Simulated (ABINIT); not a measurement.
# NbP (I4_1md) in ABINIT: further runs

Runs on NbP. Level: PBE. Tasks: relaxation of cell and atoms, single point.

All numbers are computed with ABINIT 10.8.3 (patched build); they aren't measurements. Logs are shortened: lines on timing, memory, paths and dates and some standing lists are left out, and cuts for length are marked. The log counts tension as positive stress, the text compression.

## (1) The structure

The structure is tetragonal, space group I4_1md (No. 109). The conventional cell has a = 3.350 Å, b = 3.350 Å, c = 11.480 Å, α = 90.00°, β = 90.00°, γ = 90.00°. Nb (site symmetry 2mm) is surrounded by 6 P at 2.55 Å. Around P (site symmetry 2mm) lie 6 Nb at 2.55 Å.

The cell is a database's computed one.

## (2) Relaxation of cell and atoms, PBE

run.abi reads:

```
pp_dirpath "./"
pseudos "Nb.upf, P.upf"

acell 3*1.0 Angstrom
rprim
    -1.6749232544     1.6749232544     5.7401081759
     1.6749232544    -1.6749232544     5.7401081759
     1.6749232544     1.6749232544    -5.7401081759
ntypat 2
znucl 41 15
natom 4
typat 1 1 2 2
chkprim 0
chksymtnons 0
tolsym 1.0e-6
xred
   0.2498808000   0.7498808000            1/2
   0.4998808000   0.4998808000            0.0
   0.8327477700   0.3327477700            1/2
   0.0827477700   0.0827477700            0.0

ecut 41.0
ecutsm 0.5

kptopt 1
ngkpt 8 8 8
nshiftk 1
shiftk 0.0 0.0 0.0

ixc 11

nband 22
occopt 3
tsmear 0.05 eV

nstep 80
tolvrs 1.0e-12

iomode 3
prteig 0
prtebands 0
prtwf 0
prtden 0

ionmov 2
optcell 2
ntime 50
tolmxf 2.0e-5
dilatmx 1.08
```

Potentials or basis: Ansatz NC PBE.

Launch:

```bash
> mpirun --bind-to none -np 4 abinit run.abi > log 2>&1
```

run.abo:

```text
[... set-up lines left out ...]
 ETOT  1  -146.45694097990    -1.465E+02 9.531E-02 5.225E+03
 ETOT  2  -146.50381522251    -4.687E-02 5.746E-02 6.097E+03
 ETOT  3  -146.75299206972    -2.492E-01 1.051E-02 2.568E+00
 ETOT  4  -146.75372287869    -7.308E-04 6.572E-03 2.039E-01
 ETOT  5  -146.75374720777    -2.433E-05 4.287E-03 2.254E-01
 ETOT  6  -146.75375814942    -1.094E-05 5.056E-03 2.619E-03
 ETOT  7  -146.75375859984    -4.504E-07 3.884E-03 1.316E-04
 ETOT  8  -146.75375864517    -4.533E-08 2.444E-03 2.381E-05
 ETOT  9  -146.75375865239    -7.225E-09 2.103E-03 2.699E-06
 ETOT 10  -146.75375865350    -1.105E-09 1.370E-03 4.140E-08
 ETOT 11  -146.75375865365    -1.563E-10 6.029E-04 3.544E-08
 ETOT 12  -146.75375865369    -3.146E-11 9.759E-04 6.937E-10
 ETOT 13  -146.75375865369    -4.292E-12 7.894E-04 1.150E-09
 ETOT 14  -146.75375865369     3.638E-12 7.883E-04 5.035E-13

 At SCF step   14       vres2   =  5.03E-13 < tolvrs=  1.00E-12 =>converged.

 Cartesian components of stress tensor (hartree/bohr^3)
  sigma(1 1)=  3.41823581E-05  sigma(3 2)=  0.00000000E+00
  sigma(2 2)=  3.41823581E-05  sigma(3 1)=  0.00000000E+00
  sigma(3 3)=  3.55922885E-05  sigma(2 1)=  0.00000000E+00

--- !ResultsGS
iteration_state: {dtset: 1, itime: 1, icycle: 1, }
comment   : Summary of ground state results
lattice_vectors:
- [ -3.1651462,   3.1651462,  10.8472324, ]
- [  3.1651462,  -3.1651462,  10.8472324, ]
- [  3.1651462,   3.1651462, -10.8472324, ]
lattice_lengths: [  11.73451,   11.73451,   11.73451, ]
lattice_angles: [148.704, 148.704,  44.848, ] # degrees, (23, 13, 12)
lattice_volume:   4.3467683E+02
convergence: {deltae:  3.638E-12, res2:  5.035E-13, residm:  7.883E-04, diffor: null, }
etotal    :  -1.46753759E+02
entropy   :   0.00000000E+00
fermie    :   4.56464581E-01
cartesian_stress_tensor: # hartree/bohr^3
- [  3.41823581E-05,   0.00000000E+00,   0.00000000E+00, ]
- [  0.00000000E+00,   3.41823581E-05,   0.00000000E+00, ]
- [  0.00000000E+00,   0.00000000E+00,   3.55922885E-05, ]
pressure_GPa:  -1.0195E+00
xred      :
- [  2.4988E-01,   7.4988E-01,   5.0000E-01, Nb]
- [  4.9988E-01,   4.9988E-01,   1.3811E-17, Nb]
- [  8.3275E-01,   3.3275E-01,   5.0000E-01,  P]
- [  8.2748E-02,   8.2748E-02,   2.2862E-18,  P]
cartesian_forces: # hartree/bohr
- [  1.05472978E-19,   1.32578032E-19,   3.50006942E-04, ]
- [ -3.15446629E-20,  -4.43960856E-21,   3.50006942E-04, ]
- [ -1.93937497E-19,  -1.66832442E-19,  -3.50006942E-04, ]
- [  1.20009182E-19,   3.86940187E-20,  -3.50006942E-04, ]
force_length_stats: {min:   3.50006942E-04, max:   3.50006942E-04, mean:   3.50006942E-04, }
...

 Integrated electronic density in atomic spheres:
 ------------------------------------------------
 Atom  Sphere_radius  Integrated_density
    1        2.00000          9.41022365
    2        2.00000          9.41123670
    3        2.00000          2.86610907
    4        2.00000          2.86928858

---OUTPUT-----------------------------------------------------------------------

 Cartesian coordinates (xcart) [bohr]
  3.16514623273017E+00 -3.51401822388261E-16  5.42103021256683E+00
 -9.78000339709439E-18  9.72073047246948E-17  1.08446464053344E+01
 -1.75700911194130E-16  3.16514623273017E+00  7.21878477391717E+00
  4.25528692393966E-19  1.40467499427866E-17  1.79516858114962E+00
 Reduced coordinates (xred)
  2.49880800000000E-01  7.49880800000000E-01  5.00000000000000E-01
  4.99880800000000E-01  4.99880800000000E-01  1.38109418805886E-17
  8.32747770000000E-01  3.32747770000000E-01  5.00000000000000E-01
  8.27477700000000E-02  8.27477700000000E-02  2.28619431316088E-18
 Cartesian forces (fcart) [Ha/bohr]; max,rms= 3.50007E-04 2.02077E-04 (free atoms)
  1.05472977740992E-19  1.32578032053129E-19  3.50006942432267E-04
 -3.15446628689718E-20 -4.43960855683418E-21  3.50006942432268E-04
 -1.93937496517758E-19 -1.66832442205620E-19 -3.50006942432268E-04
  1.20009181645738E-19  3.86940187093250E-20 -3.50006942432267E-04
 Gradient of E wrt nuclear positions in reduced coordinates (gred)
 -3.79660664111341E-03 -3.79660664111341E-03  3.79660664111341E-03
 -3.79660664111341E-03 -3.79660664111341E-03  3.79660664111341E-03
[... 534 lines left out ...]
 Integrated electronic density in atomic spheres:
 ------------------------------------------------
 Atom  Sphere_radius  Integrated_density
    1        2.00000          9.41556050
    2        2.00000          9.41278404
    3        2.00000          2.87282683
    4        2.00000          2.87356603

---OUTPUT-----------------------------------------------------------------------

 Cartesian coordinates (xcart) [bohr]
  3.16103562181693E+00  5.37232966799980E-16  5.40702840393654E+00
  6.37279307702116E-17  2.35408744045964E-17  1.08140637826332E+01
 -1.06365114615020E-15  3.16103562181693E+00  7.19414475858121E+00
  3.03982529981299E-17 -1.46464494548690E-17  1.78710937988456E+00
 Reduced coordinates (xred)
  2.49999677514589E-01  7.49999677514589E-01  5.00000000000000E-01
  4.99999677514589E-01  4.99999677514589E-01  1.38038313413005E-17
  8.32628892485411E-01  3.32628892485411E-01  5.00000000000000E-01
  8.26288924854111E-02  8.26288924854111E-02  2.49155742417844E-18
 Cartesian forces (fcart) [Ha/bohr]; max,rms= 9.90439E-07 5.71830E-07 (free atoms)
  2.28212641664823E-22  4.39970878478398E-22  9.90438979296044E-07
  2.28212641664823E-22  4.39970878478398E-22  9.90438979296044E-07
  3.97479410657934E-23 -3.83768532561357E-22 -9.90438979296044E-07
 -4.96173224395439E-22 -4.96173224395439E-22 -9.90438979296044E-07
 Gradient of E wrt nuclear positions in reduced coordinates (gred)
 -1.07106772029878E-05 -1.07106772029878E-05  1.07106772029878E-05
 -1.07106772029878E-05 -1.07106772029878E-05  1.07106772029878E-05
  1.07106772029878E-05  1.07106772029878E-05 -1.07106772029878E-05
  1.07106772029878E-05  1.07106772029878E-05 -1.07106772029878E-05
 Scale of Primitive Cell (acell) [bohr]
  1.17016417117728E+01  1.17016417117728E+01  1.17016417117728E+01
 Real space primitive translations (rprimd) [bohr]
 -3.16103562181693E+00  3.16103562181693E+00  1.08140707573933E+01
  3.16103562181693E+00 -3.16103562181693E+00  1.08140707573933E+01
  3.16103562181693E+00  3.16103562181693E+00 -1.08140707573933E+01
 Unitary Cell Volume (ucvol) [Bohr^3]=  4.32223104203697E+02
 Angles (23,13,12)= [degrees]
  1.48655270873739E+02  1.48655270873739E+02  4.49189780766340E+01
 Lengths [Bohr]
  1.17016417117728E+01  1.17016417117728E+01  1.17016417117728E+01
 Stress tensor in cartesian coordinates (strten) [Ha/bohr^3]
 -4.81286545131465E-08  0.00000000000000E+00  0.00000000000000E+00
  0.00000000000000E+00 -4.81286545131465E-08  0.00000000000000E+00
  0.00000000000000E+00  0.00000000000000E+00 -5.86522731337719E-08
 Total energy (etotal) [Ha]= -1.46753803453367E+02

 Difference of energy with previous step (new-old):
           Absolute (Ha)=-6.23444E-09
           Relative     =-4.24823E-11

 At Broyd/MD step   6, gradients are converged :
  max grad (force/stress) = 5.8652E-06 < tolmxf= 2.0000E-05 ha/bohr (free atoms)

================================================================================

 ----iterations are completed or convergence reached----

 Mean square residual over all n,k,spin=   23.562E-11; max=  12.492E-08
 reduced coordinates (array xred) for    4 atoms
       0.249999677515      0.749999677515      0.500000000000
       0.499999677515      0.499999677515      0.000000000000
       0.832628892485      0.332628892485      0.500000000000
       0.082628892485      0.082628892485      0.000000000000
 rms dE/dt=  1.0711E-05; max dE/dt=  1.0724E-05; dE/dt below (all hartree)
    1      -0.000010723668     -0.000010723668      0.000010723668
    2      -0.000010723668     -0.000010723668      0.000010723668
    3       0.000010697687      0.000010697687     -0.000010697687
    4       0.000010697687      0.000010697687     -0.000010697687

 cartesian coordinates (angstrom) at end:
    1      1.67274801278330     0.00000000000000     2.86127620812732
    2      0.00000000000000     0.00000000000000     5.72255610713874
    3     -0.00000000000000     1.67274801278330     3.80697745559575
    4      0.00000000000000    -0.00000000000000     0.94569755658433

 cartesian forces (hartree/bohr) at end:
    1      0.00000000000000     0.00000000000000     0.00000099043898
    2      0.00000000000000     0.00000000000000     0.00000099043898
    3      0.00000000000000    -0.00000000000000    -0.00000099043898
    4     -0.00000000000000    -0.00000000000000    -0.00000099043898
 frms,max,avg= 5.7183021E-07 9.9043898E-07   0.000E+00  0.000E+00  1.201E-09 h/b

 cartesian forces (eV/Angstrom) at end:
    1      0.00000000000000     0.00000000000000     0.00005093042006
    2      0.00000000000000     0.00000000000000     0.00005093042006
    3      0.00000000000000    -0.00000000000000    -0.00005093042006
    4     -0.00000000000000    -0.00000000000000    -0.00005093042006
 frms,max,avg= 2.9404692E-05 5.0930420E-05   0.000E+00  0.000E+00  6.177E-08 e/A
 length scales= 11.701641711773 11.701641711773 11.701641711773 bohr
              =  6.192242119821  6.192242119821  6.192242119821 angstroms
 Fermi (or HOMO) energy (hartree) =   0.45956   Average Vxc (hartree)=  -0.44727
 Eigenvalues (hartree) for nkpt=  59  k points:
 kpt#   1, nband= 22, wtk=  0.00195, kpt=  0.0000  0.0000  0.0000 (reduced coord)
  -1.55789   -1.55648   -0.68626   -0.67878   -0.67878   -0.67352   -0.67352   -0.67187
  -0.00850    0.08030    0.23288    0.34825    0.37742    0.37742    0.38108    0.39678
   0.40977    0.40977    0.49010    0.51856    0.55793    0.57531
      occupation numbers for kpt#   1
   2.00000    2.00000    2.00000    2.00000    2.00000    2.00000    2.00000    2.00000
   2.00000    2.00000    2.00000    2.00000    2.00000    2.00000    2.00000    2.00000
   2.00000    2.00000    0.00000    0.00000    0.00000    0.00000
 prteigrs : prtvol=0 or 1, do not print more k-points.

--- !EnergyTerms
iteration_state     : {dtset: 1, itime: 6, icycle: 1, }
comment             : Components of total free energy in Hartree
kinetic             :  4.14370422954780E+01
hartree             :  1.95561205666192E+01
xc                  : -3.80285332230072E+01
Ewald energy        : -1.07875670692961E+02
psp_core            :  3.37497057939539E+00
local_psp           : -8.32705532909064E+01
non_local_psp       :  1.80530998863804E+01
internal            : -1.46753523879002E+02
'-kT*entropy'       : -2.79574364961767E-04
total_energy        : -1.46753803453367E+02
total_energy_eV     : -3.99337442883635E+03
band_energy         : -8.51821897542274E+00
...

 rms coord change=  9.7063E-05   atom, delta coord (reduced):
     1        0.000118877515      0.000118877515      0.000000000000
     2        0.000118877515      0.000118877515     -0.000000000000
     3       -0.000118877515     -0.000118877515      0.000000000000
     4       -0.000118877515     -0.000118877515      0.000000000000

 Cartesian components of stress tensor (hartree/bohr^3)
  sigma(1 1)= -4.81286545E-08  sigma(3 2)=  0.00000000E+00
  sigma(2 2)= -4.81286545E-08  sigma(3 1)=  0.00000000E+00
  sigma(3 3)= -5.86522731E-08  sigma(2 1)=  0.00000000E+00

-Cartesian components of stress tensor (GPa)         [Pressure=  1.5192E-03 GPa]
- sigma(1 1)= -1.41599390E-03  sigma(3 2)=  0.00000000E+00
- sigma(2 2)= -1.41599390E-03  sigma(3 1)=  0.00000000E+00
- sigma(3 3)= -1.72560945E-03  sigma(2 1)=  0.00000000E+00

== END DATASET(S) ==============================================================
================================================================================

 -outvars: echo values of variables after computation  --------
            acell      1.1701641712E+01  1.1701641712E+01  1.1701641712E+01 Bohr
           etotal     -1.4675380345E+02
            fcart      2.2821264166E-22  4.3997087848E-22  9.9043897930E-07
                       2.2821264166E-22  4.3997087848E-22  9.9043897930E-07
                       3.9747941066E-23 -3.8376853256E-22 -9.9043897930E-07
                      -4.9617322440E-22 -4.9617322440E-22 -9.9043897930E-07
            rprim     -2.7013608002E-01  2.7013608002E-01  9.2414987775E-01
                       2.7013608002E-01 -2.7013608002E-01  9.2414987775E-01
                       2.7013608002E-01  2.7013608002E-01 -9.2414987775E-01
           strten     -4.8128654513E-08 -4.8128654513E-08 -5.8652273134E-08
                       0.0000000000E+00  0.0000000000E+00  0.0000000000E+00
           xangst      1.6727480128E+00  2.8429144278E-16  2.8612762081E+00
                       3.3723368639E-17  1.2457294251E-17  5.7225561071E+00
                      -5.6285994651E-16  1.6727480128E+00  3.8069774556E+00
                       1.6086062727E-17 -7.7505672669E-18  9.4569755658E-01
             xred      2.4999967751E-01  7.4999967751E-01  5.0000000000E-01
                       4.9999967751E-01  4.9999967751E-01  1.3803831341E-17
                       8.3262889249E-01  3.3262889249E-01  5.0000000000E-01
                       8.2628892485E-02  8.2628892485E-02  2.4915574242E-18
 Calculation completed.
```

It took 17 min on 4 MPI ranks of Arm Neoverse V2, shared host; peak memory 0.92 GiB.

Results:

| Quantity | Value |
| --- | --- |
| Free energy | -3993.3744 eV |
| Relaxed volume | 16.01 Å³/atom |
| Relaxed cell | a = 6.192 Å, b = 6.192 Å, c = 6.192 Å, α = 148.66°, β = 148.66°, γ = 44.92° |
| Space group after relaxing (to 0.05 Å) | I4_1md (No. 109) |
| Energy gained by relaxing | 0.3 meV/atom |
| Ionic steps | 6 |
| Pressure after relaxing | 0.0 GPa |
| Band gap on the k mesh | none (metal or under the smearing width) |

Step by step:
```csv
step,energy change (eV),largest force (eV/Å),pressure (GPa),volume (Å³)
1,0.0000,0.0180,-1.02,64.41
2,-0.0009,0.0152,-0.44,64.21
3,-0.0012,0.0113,0.01,64.06
4,-0.0012,0.0096,0.02,64.05
5,-0.0012,0.0003,0.01,64.05
6,-0.0012,0.0001,0.00,64.05
```

Final structure:
```xyz
4
Lattice="-1.6727 1.6727 5.7226 1.6727 -1.6727 5.7226 1.6727 1.6727 -5.7226" Properties=species:S:1:pos:R:3 pbc="T T T"
Nb    1.6727    0.0000    2.8613
Nb    0.0000    0.0000    5.7226
P     0.0000    1.6727    3.8070
P     0.0000    0.0000    0.9457
```

(Part 1 of 2 ends here.)
